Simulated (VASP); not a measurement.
Set up this calculation in VASP 6.6.1, as the native input.

| Property | Result |
| --- | --- |
| Task | single point |
| Functional | r2SCAN |
| Dispersion | D3(BJ) |
| Potentials or basis | VASP PAW PBE potentials, release 64 (Ge_d) |
| Cutoff | 520 eV |
| k mesh | 9 × 9 × 9 |
| Occupations | methfessel-paxton, width 0.3 eV |
| Spin | no spin polarisation |
| Dipole correction | no |
| Further INCAR settings | ALGO = Normal; EDIFF = 1e-06; NBANDS = 13 |

The system is Ge.

```xyz
1
Lattice="1.3719 -2.5534 0.0000 1.3719 2.5534 0.0000 0.0000 0.0000 2.6494" Properties=species:S:1:pos:R:3 pbc="T T T"
Ge    1.3719    0.0000    0.0000
```

This isn't the form of Ge at room conditions, which is diamond.

One way to write it, as run:

POSCAR

```
Ge
1.0
    1.3718556598     -2.5534374594      0.0000000000
    1.3718556598      2.5534374594      0.0000000000
    0.0000000000      0.0000000000      2.6493834722
Ge
1
Direct
    0.5000000000      0.5000000000      0.0000000000
```

INCAR.step1

```
SYSTEM = Ge
ALGO = Normal ; EDIFF = 1E-4
ENCUT = 520 ; GGA = PE
ISMEAR = 1 ; LASPH = .True.
LCHARG = .False. ; LREAL = .False.
LWAVE = .True. ; NBANDS = 13
NELM = 100 ; PREC = Accurate
SIGMA = 0.3
```

INCAR.step2

```
SYSTEM = Ge
ALGO = Normal ; EDIFF = 1E-6
ENCUT = 520 ; ISIF = 2
ISMEAR = 1 ; ISTART = 1
IVDW = 12 ; LASPH = .True.
LCHARG = .False. ; LMIXTAU = .True.
LREAL = .False. ; LWAVE = .False.
METAGGA = R2SCAN ; NBANDS = 13
NELM = 100 ; PREC = Accurate
SIGMA = 0.3 ; VDW_A1 = 0.49484001
VDW_A2 = 5.73083694 ; VDW_S6 = 1.0
VDW_S8 = 0.78981345
```

KPOINTS

```
k-points
0
Gamma
  9 9 9
  0 0 0
```

Potentials or basis: VASP PAW PBE potentials, release 64 (Ge_d).

Command:

```bash
$ cat potpaw_PBE.64/Ge_d/POTCAR > POTCAR
$ cp INCAR.step1 INCAR
$ mpirun -np 1 vasp_std > vasp.out
$ cp INCAR.step2 INCAR
$ mpirun -np 1 vasp_std > vasp.out
```

Results of the run:

The pressure is -0.8 GPa and the band gap on the k mesh is none (metal or under the smearing width). The dispersion energy per atom is -0.169 eV.

Caveat: the PAW data sets were made with another functional, which shifts forces and pressure a little; pairwise dispersion overbinds metals, which lowers pressure and volume.

Wall time 23 s on 1 thread of Intel(R) Xeon(R) 6975P-C (Granite Rapids), on a shared host, peak memory 0.16 GiB.
